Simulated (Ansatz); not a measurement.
# PtSe2 (Sudovikovite) (P-3m1) in Ansatz: further runs

Runs on PtSe2 (Sudovikovite). Level: PBE. Tasks: single point.

All numbers are computed with Ansatz 0.2.0; they aren't measurements. Logs are shortened: lines on timing, memory, paths and dates and some standing lists are left out, and cuts for length are marked.

## 1. The structure

It takes space group P-3m1 (No. 164, trigonal). The conventional cell has a = 3.724 Å, b = 3.724 Å, c = 5.062 Å, α = 90.00°, β = 90.00°, γ = 120.00°. Around Pt (site symmetry -3m) lie 6 Se at 2.49 Å. Around Se (site symmetry 3m) lie 3 Pt at 2.49 Å.

## 2. Single point, PBE

input.yaml

```yaml
crystal:
  lattice:
    - [3.724, 0.0, 0.0]
    - [-1.862, 3.2250786037, 0.0]
    - [0.0, 0.0, 5.062]
  atoms:
    - { symbol: Pt, position: [0.0, 0.0, 0.0] }
    - { symbol: Se, position: [0.6666666667, 0.3333333333, 0.75] }
    - { symbol: Se, position: [0.3333333333, 0.6666666667, 0.25] }
hamiltonian:
  xc: pbe
  pseudopotentials: { kind: paw }
kpoints:
  mp_grid: { grid: [8, 8, 5] }
scf:
  occupations: { method: gaussian, width: 0.022 }
output:
  forces: true
  stress: true
  eigenvalues: true
```

Potentials or basis: Ansatz PAW.

Launch:

```bash
$ ansatz run input.yaml --threads 2 --pin off --max-ram 5632MiB --backend cpu --events-out ev --progress --plain --runs-dir out
```

Standard output:

```text
Warning: RAYON_NUM_THREADS=2 ignored (pool sized by the plan → 2); use --threads N
Engine: ansatz 0.2.0, x86_64-unknown-linux-gnu
Pseudopotentials: kind: paw
Pseudopotential: Pt, paw, valence charge 18, recommended cutoff 420 eV (normal), Pt.paw.azcp
Pseudopotential: Se, paw, valence charge 16, recommended cutoff 420 eV (normal), Se.paw.azcp
Functional definition: PBE
  parameter kappa = 0.804
  parameter beta = 0.06672455060314922
  exchange = pbe_x(kappa = kappa, mu = beta*pi^2/3)
  correlation = pbe_c(beta = beta)
Crystal: 3 atoms, lattice volume = 60.796 Å³
Basis set: ecut = 420 eV, 1205 PW (Γ), exchange–correlation on 50×50×72 points (8 copies of the dense FFT grid, shifted against one another)
Bands: 30, of which v1, the nominal top of the filled ones, is band 25 counted from 1 (24 counted from 0)
Symmetry: 12 space group operations
Space group: P-3m1 (ITA 164), of the structure as read, at distance tolerance 3.9e-5 Å
k-points: 40 of 320
Non-local potential: Pt, projectors of the file, l = 0: 3, l = 1: 2, l = 2: 2, l = 3: 1
Non-local potential: Se, projectors of the file, l = 0: 2, l = 1: 2, l = 2: 3, l = 3: 1
PAW form: soft (Blöchl's): semilocal exchange-correlation on the pseudo side does not see the compensation charge
PAW one-centre angular grid: Pt, 590 points (default); XC on 64 Gauss nodes
PAW one-centre angular grid: Se, 590 points (default); XC on 64 Gauss nodes
Initial density: superposition of atomic densities (neutral atoms: chi_scale 0, normalization atom), corrected by the library's trained network
Initial wavefunctions: pseudopotential atomic-orbital guess
Functional: x = pbe(κ = 0.804, μ = 0.2195149727645171), c = pbe(β = 0.06672455060314922)
SCF iter   1: F=—  HF=-23462.251947 eV  |F-HF|=—  |Δ(HF+E_count)|=         —  Δρ=3.51e-3  dr2=6.60e-3  ethr=1.77e-3  ⟨swp⟩=6.2  Hψ=4720  notcnv=0
preconditioner: auto → LDOS  [insulator: Δε(μ)=0.106 eV  Ē_g=10.189 eV  σ=0.022 eV  W_gap=0.93  n_scr=22 (ndim 8)  ℏωp=22.3 eV  f_vac=0.035  D(μ)=0.81/eV (n_scr^D=2)  ε∞_Penn≈5.8  β→1.0]
SCF iter   2: F=—  HF=-23462.253250 eV  |F-HF|=—  |Δ(HF+E_count)|=   1.30e-3  Δρ=1.44e-3  dr2=1.67e-3  ethr=1.32e-5  ⟨swp⟩=2.0  Hψ=2120  notcnv=0  defer=37
SCF iter   3: F=—  HF=-23462.252931 eV  |F-HF|=—  |Δ(HF+E_count)|=   3.19e-4  Δρ=2.36e-4  dr2=3.18e-5  ethr=3.34e-6  ⟨swp⟩=2.0  Hψ=1652  notcnv=0  defer=37
SCF iter   4: F=—  HF=-23462.252909 eV  |F-HF|=—  |Δ(HF+E_count)|=   2.17e-5  Δρ=4.53e-5  dr2=1.65e-6  ethr=6.36e-8  ⟨swp⟩=2.0  Hψ=2123  notcnv=0  defer=37
SCF iter   5: F=—  HF=-23462.252910 eV  |F-HF|=—  |Δ(HF+E_count)|=   1.85e-7  Δρ=1.26e-5  dr2=2.00e-7  ethr=3.30e-9  ⟨swp⟩=3.0  Hψ=2148  notcnv=0  defer=37
SCF iter   6: F=-23462.252910 eV  HF=-23462.252910 eV  |F-HF|=8.15e-9  |Δ(HF+E_count)|=   3.81e-9  Δρ=3.83e-6  dr2=5.87e-9  ethr=2.00e-10  ⟨swp⟩=6.9  Hψ=4967  notcnv=0
SCF 1 converged in 6 iterations: F = -23462.252910 eV  dr2 = 5.87e-9
SCF converged after 6 iterations
Free energy (F): -23462.252910 eV
Harris-Foulkes:  -23462.252910 eV  (|F-HF|=8.15e-9)
Internal energy: -23462.252713 eV  (E = F + TS)
E sigma→0 (E₀):  -23462.252811 eV
Entropy (-TS):   -0.000197 eV (-0.066 meV/atom)
Fermi energy:    13.413904 eV
--- Per-component energies (eV) ---
  E_band       = -958.363621
  E_kinetic    = 876.403972
  E_local      = -6791.658362  (includes V_loc(G=0)·N_el)
  E_nonlocal   = -990.585052
  E_hartree    = 3150.821558
  E_xc         = -471.412304
  E_vxc        = -500.899016  (∫ρ·V_xc dr)
  E_paw        = -13277.886176  (= ΣΔE_a)
  E_vpaw       = 146.736688  (= ΣTr[D̂ρ^β])
  E_aug_tail   = -0.000985  (compensation charges beyond the density's cutoff)
  E_ewald      = -5957.935364
  E_smearing   = -0.000197  (= −TS)
  E_closure    = -0.000000  (closes the sum)
  Σ components = -23462.252910   (vs F -23462.252910, Δ=0.00e0)
--- Forces (eV/Å), atoms counted from 1 ---
  atom   1  Pt    -0.00000000     0.00000000     0.00000000
  atom   2  Se     0.00000000    -0.00000000    -0.56975952
  atom   3  Se    -0.00000000     0.00000000     0.56975952
  max |Σ_I F_I| component: 1.16e-18 eV/Å
--- Stress (GPa, compression-positive) ---
        7.898076       0.000000       0.000000
       -0.000000       7.898076       0.000000
       -0.000000       0.000000       6.173131
  P = ⅓ Tr σ = 7.3231 GPa (73.231 kbar)
--- Band table (eV; the first three rows and the last of 40) ---
  k-point 0: bands = ["-86.2524", "-40.5043", "-40.5043", "-40.4107", "-35.2301", "-35.2301", "-35.2278", "-35.2278", "-35.2115", "-35.2115", "-35.2066", "-35.2066", "-35.2009", "-35.2007", "-2.4012", "0.4258", "6.1102", "6.8139", "6.8139", "9.2701", "9.2701", "10.7168", "12.2428", "12.2428", "13.7244", "14.7781", "14.7781", "16.9297", "17.5312", "20.6148"]
  k-point 1: bands = ["-86.2524", "-40.5043", "-40.5043", "-40.4107", "-35.2301", "-35.2301", "-35.2278", "-35.2278", "-35.2112", "-35.2112", "-35.2070", "-35.2070", "-35.2010", "-35.2006", "-2.2552", "0.0780", "6.6285", "6.8319", "6.8319", "9.2588", "9.2588", "10.6829", "12.0772", "12.0772", "12.8791", "15.0667", "15.0667", "17.2385", "18.3690", "20.4746"]
  k-point 2: bands = ["-86.2524", "-40.5043", "-40.5043", "-40.4107", "-35.2300", "-35.2300", "-35.2279", "-35.2279", "-35.2104", "-35.2104", "-35.2078", "-35.2078", "-35.2011", "-35.2005", "-1.9141", "-0.5433", "6.8615", "6.8615", "7.6290", "9.2420", "9.2420", "10.4710", "11.7565", "11.8458", "11.8458", "15.5388", "15.5388", "17.9555", "19.4760", "20.1592"]
  k-point 39: bands = ["-86.2522", "-40.5127", "-40.5102", "-40.4099", "-35.2296", "-35.2293", "-35.2288", "-35.2280", "-35.2105", "-35.2091", "-35.2087", "-35.2084", "-35.2004", "-35.2004", "-0.4457", "-0.3132", "6.3761", "6.9041", "7.4759", "8.4637", "8.8074", "9.5199", "9.6652", "10.7403", "11.0029", "14.8019", "15.3073", "19.1688", "20.2215", "21.0543"]
```

Wall time 9.1 s (2 threads of Intel Xeon at 2.50GHz (Skylake/Cascade Lake), shared host); peak memory 0.4 GiB.

Results:

* Free energy: -23462.2529 eV
* Pressure: 7.3 GPa
* Largest force: 0.570 eV/Å
* Band gap on the k mesh: none (metal or under the smearing width)

Forces on the atoms (eV/Å):
```
Pt   0.000  0.000  0.000
Se   0.000  0.000 -0.570
Se   0.000  0.000  0.570
```

Levels at points of the mesh, in eV from the Fermi level:
```tsv
k point	band 21	band 22	band 23	band 24	band 25	band 26	band 27	band 28	band 29	band 30
(0.00, 0.00, 0.00)	-4.14	-2.70	-1.17	-1.17	0.31	1.36	1.36	3.52	4.12	7.20
(0.00, -0.50, 0.00)	-3.81	-3.65	-3.63	-3.55	-3.09	0.57	2.26	4.69	5.74	7.02
```

The run has no spin-orbit coupling, so splittings on Pt are missing.

## 3. Single point, PBE

input.yaml: that of step 2 with these lines changed.

```diff
@@ -15,3 +15,3 @@
 scf:
-  occupations: { method: gaussian, width: 0.022 }
+  occupations: { method: gaussian, width: 0.023 }
 output:
```

Potentials or basis: Ansatz PAW.

Launch:

```bash
$ ansatz run input.yaml --threads 2 --pin off --max-ram 5632MiB --backend cpu --events-out ev --progress --plain --runs-dir out
```

Standard output:

```text
Warning: RAYON_NUM_THREADS=2 ignored (pool sized by the plan → 2); use --threads N
[... 6 set-up lines as earlier in the session ...]
[... 49 lines left out ...]
  atom   1  Pt    -0.00000000    -0.00000000     0.00000000
  atom   2  Se     0.00000000    -0.00000000    -0.56977410
  atom   3  Se    -0.00000000     0.00000000     0.56977410
  max |Σ_I F_I| component: 2.10e-30 eV/Å
--- Stress (GPa, compression-positive) ---
        7.898091      -0.000000      -0.000000
        0.000000       7.898091       0.000000
       -0.000000       0.000000       6.173093
  P = ⅓ Tr σ = 7.3231 GPa (73.231 kbar)
--- Band table (eV; the first three rows and the last of 40) ---
  k-point 0: bands = ["-86.2524", "-40.5043", "-40.5043", "-40.4106", "-35.2301", "-35.2301", "-35.2278", "-35.2278", "-35.2115", "-35.2115", "-35.2066", "-35.2066", "-35.2009", "-35.2007", "-2.4012", "0.4258", "6.1102", "6.8139", "6.8139", "9.2701", "9.2701", "10.7168", "12.2428", "12.2428", "13.7244", "14.7781", "14.7781", "16.9297", "17.5312", "20.6148"]
  k-point 1: bands = ["-86.2524", "-40.5043", "-40.5043", "-40.4107", "-35.2301", "-35.2301", "-35.2278", "-35.2278", "-35.2112", "-35.2112", "-35.2070", "-35.2070", "-35.2010", "-35.2006", "-2.2552", "0.0780", "6.6285", "6.8319", "6.8319", "9.2588", "9.2588", "10.6829", "12.0772", "12.0772", "12.8791", "15.0667", "15.0667", "17.2385", "18.3690", "20.4746"]
  k-point 2: bands = ["-86.2524", "-40.5043", "-40.5043", "-40.4106", "-35.2300", "-35.2300", "-35.2279", "-35.2279", "-35.2104", "-35.2104", "-35.2078", "-35.2078", "-35.2011", "-35.2005", "-1.9141", "-0.5433", "6.8615", "6.8615", "7.6290", "9.2420", "9.2420", "10.4710", "11.7565", "11.8458", "11.8458", "15.5388", "15.5388", "17.9555", "19.4760", "20.1592"]
  k-point 39: bands = ["-86.2522", "-40.5127", "-40.5101", "-40.4099", "-35.2296", "-35.2293", "-35.2288", "-35.2280", "-35.2105", "-35.2091", "-35.2087", "-35.2084", "-35.2004", "-35.2004", "-0.4457", "-0.3132", "6.3761", "6.9041", "7.4759", "8.4637", "8.8075", "9.5199", "9.6652", "10.7403", "11.0029", "14.8019", "15.3073", "19.1688", "20.2215", "21.0543"]
```

It took 9.4 s on 2 threads of Intel Xeon at 2.50GHz (Skylake/Cascade Lake), shared host; peak memory 0.39 GiB.

Results:

```yaml
Free_energy: -23462.2529 eV
Pressure: 7.3 GPa
Largest_force: 0.570 eV/Å
Band_gap_on_the_k_mesh: none (metal or under the smearing width)
```

Forces on the atoms (eV/Å):
```
Pt   0.000  0.000  0.000
Se   0.000  0.000 -0.570
Se   0.000  0.000  0.570
```

Stress tensor (GPa, compression positive):
```
7.90 0.00 0.00
0.00 7.90 0.00
0.00 0.00 6.17
```

Levels at points of the mesh, in eV from the Fermi level:
```
            k point  band 22  band 23  band 24  band 25  band 26  band 27  band 28  band 29
 (0.00, 0.00, 0.00)    -2.70    -1.17    -1.17     0.31     1.37     1.37     3.52     4.12
(0.00, -0.50, 0.00)    -3.65    -3.63    -3.54    -3.09     0.57     2.26     4.70     5.74
```

The run has no spin-orbit coupling, so splittings on Pt are missing.
